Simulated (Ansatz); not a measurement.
Crystal: BN.

```xyz
2
Lattice="0.0000 1.8130 1.8130 1.8130 0.0000 1.8130 1.8130 1.8130 0.0000" Properties=species:S:1:pos:R:3 pbc="T T T"
N     0.9065    0.9065    0.9065
B     0.0000    0.0000    0.0000
```

The cell is a database's computed one.

| Item | Value |
| --- | --- |
| Program | Ansatz 0.2.0 |
| Task | relaxation of cell and atoms |
| Functional | LDA |
| Potentials or basis | Ansatz PAW |
| Cutoff | 420 eV (not typed: the program's choice for these potentials) |
| k mesh | 13 × 13 × 13 |
| Occupations | fermi-dirac, width 0.05 eV |
| Spin | no spin polarisation |

At the start: volume 5.96 Å³/atom.

Q: How do energy, volume and symmetry change on relaxing?

A: It ends after 7 steps and the volume is 5.74 Å³/atom (-3.7 %); space group F-43m (No. 216, to 0.05 Å).

The path:
| step | energy change (eV) | largest force (eV/Å) | volume (Å³) |
| --- | --- | --- | --- |
| 1 | 0.0000 | 0.0000 | 11.92 |
| 2 | -0.0185 | 0.0000 | 11.66 |
| 3 | -0.0232 | 0.0000 | 11.48 |
| 4 | -0.0232 | 0.0000 | 11.49 |
| 5 | -0.0200 | 0.0000 | 11.49 |
| 6 | -0.0202 | 0.0000 | 11.48 |
| 7 | -0.0200 | 0.0000 | 11.48 |

Final structure:
```
N B
1.0
     0.00000    1.79028    1.79028
     1.79028    0.00000    1.79028
     1.79028    1.79028    0.00000
N B
1 1
Direct
  0.25000 0.25000 0.25000
  0.00000 0.00000 0.00000
```

Caveat: the plane-wave basis is chosen anew once the cell has moved, so the energies of steps on either side of that aren't comparable; the pressure holds a Pulay correction of +1.4 GPa for the finite cutoff; the PAW data sets come from PBE, with cores solved anew for the run's functional, which leaves a small shift of forces and pressure.
